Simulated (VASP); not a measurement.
Set up this calculation in VASP 6.6.1, as the native input.

| Property | Result |
| --- | --- |
| Task | single point |
| Functional | PBEsol |
| Potentials or basis | VASP PAW PBE potentials, release 64 (Ti_sv, Se) |
| Cutoff | 520 eV |
| k mesh | 6 × 6 × 6 |
| Occupations | gaussian, width 0.05 eV |
| Spin | collinear spin, random start |
| Starting moments | [1.13, 0.0] μB |
| Hubbard terms | Ti d U = 4 eV |
| Further INCAR settings | ALGO = Normal; EDIFF = 1e-06; NBANDS = 20 |

The structure of TiSe lies in POSCAR:

```
TiSe
1.0
    3.4034008100      0.0000000000      0.0000000000
    0.0000000000      3.4034008100      0.0000000000
    0.0000000000      0.0000000000      3.4034008100
Ti Se
1 1
Direct
    0.0000000000      0.0000000000      0.0000000000
    0.5000000000      0.5000000000      0.5000000000
```

The cell comes from a database or a generator and needn't be the stable form of this composition.

The input as run:

INCAR

```
PREC = Accurate
ENCUT = 520
EDIFF = 1E-6
ISMEAR = 0
SIGMA = 0.05
LREAL = False
LASPH = True
NELM = 100
ALGO = Normal
ISIF = 2
LWAVE = False
LCHARG = False
ISPIN = 2
MAGMOM = 1.13 0
LORBIT = 11
LMAXMIX = 4
LDAU = True
LDAUTYPE = 2
LDAUL = 2 -1
LDAUU = 4 0
LDAUJ = 0 0
LDAUPRINT = 1
GGA = PS
NBANDS = 20
```

KPOINTS

```
regular mesh
0
Gamma
  6 6 6
```

Potentials or basis: VASP PAW PBE potentials, release 64 (Ti_sv, Se).

The run is started by

```console
$ cat potpaw_PBE.64/Ti_sv/POTCAR potpaw_PBE.64/Se/POTCAR > POTCAR
$ mpirun -np 1 vasp_std > vasp.out
```

Results of the run:

```yaml
Pressure: -14.3 GPa
Band_gap_on_the_k_mesh: none (metal or under the smearing width)
Net_moment: 0.11 μB per cell
Site_moments: Ti +0.09; Se +0.00 μB
Valence_electrons_inside_the_program's_atomic_spheres: Ti 9.93; Se 3.83
```

Caveat: the PAW data sets were made with another functional, which shifts forces and pressure a little.

It took 19 s on 1 thread of Intel(R) Xeon(R) Platinum 8488C (Sapphire Rapids) (shared host), peak memory 0.17 GiB.
